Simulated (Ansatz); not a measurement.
GeS under strain — ⁷³Ge NMR of the central transition

Cell: a structure deposited in the COD, relaxed with PBE at fixed cell and then changed (z compressed by 1 %, ions relaxed).

```yaml
crystal:
  lattice:
    - [10.47000, 0.00000, 0.00000]
    - [0.00000, 3.64100, 0.00000]
    - [0.00000, 0.00000, 4.25403]
  atoms:
    - { symbol: Ge, position: [0.62052, 0.25000, 0.37059] }
    - { symbol: Ge, position: [0.87948, 0.75000, 0.87059] }
    - { symbol: Ge, position: [0.12052, 0.25000, 0.12941] }
    - { symbol: Ge, position: [0.37948, 0.75000, 0.62941] }
    - { symbol: S, position: [0.85063, 0.25000, 0.49202] }
    - { symbol: S, position: [0.64937, 0.75000, 0.99202] }
    - { symbol: S, position: [0.35063, 0.25000, 0.00798] }
    - { symbol: S, position: [0.14937, 0.75000, 0.50798] }
```

Atoms are numbered from 1 in the order listed; like atoms form one site, named after its first atom.

Method: Kohn–Sham DFT in Ansatz, PBE, plane waves and PAW, scalar-relativistic, 420 eV cutoff, Γ-centred 5×12×10 k-points, Fermi–Dirac smearing 0.02 eV.

⁷³Ge has I = 9/2 and Q = -196.0 mb (Pyykkö 2018); at 9.4 T its Larmor frequency is ν₀ = 14.0 MHz. Only the quadrupole interaction is simulated: positions count from each site's isotropic chemical shift, and shift anisotropy, dipolar and J coupling are left out.

Simulated pattern of one Ge site (static powder, Gaussian broadening 40 kHz):

offset (kHz), height and a bar:
```
   -600.8          0 
   -560.2         18 #####
   -519.6         46 ##############
   -478.9         51 ###############
   -438.3         54 ################
   -397.7         59 ##################
   -357.1         65 ###################
   -316.4         74 ######################
   -275.8         94 ############################
   -235.2        100 ##############################
   -194.5         80 ########################
   -153.9         71 #####################
   -113.3         67 ####################
    -72.7         65 ####################
    -32.0         65 ###################
      8.6         60 ##################
     49.2         55 ################
     89.9         62 ##################
    130.5         80 ########################
    171.1        100 ##############################
    211.8         62 ###################
    252.4         46 ##############
    293.0         17 #####
    333.6          0
```

(1) Which |C_Q| and η does the pattern imply?

Results:

(1) The pattern spans 841 kHz before broadening and its centre of gravity is at -126 kHz, which fixes P_Q; the places of the horns and steps fix η. That gives P_Q = 35.7 MHz, |C_Q| = 34.9 MHz and η = 0.38. The sign of C_Q can't be read from the pattern.

At Ge V_zz stands upright on the plane through its three neighbours (within 5°).

The relaxation (3 steps) took 2.4 min of wall time (2.4 min of CPU time) and 1.1 GiB at its peak, on 1 thread of Intel Xeon Platinum 8259CL CPU @ 2.50GHz (Skylake/Cascade Lake) (x86_64; 16 cores open to the job, memory cap 3.0 GiB, no GPU), a shared host with a load of 0.5 a core.
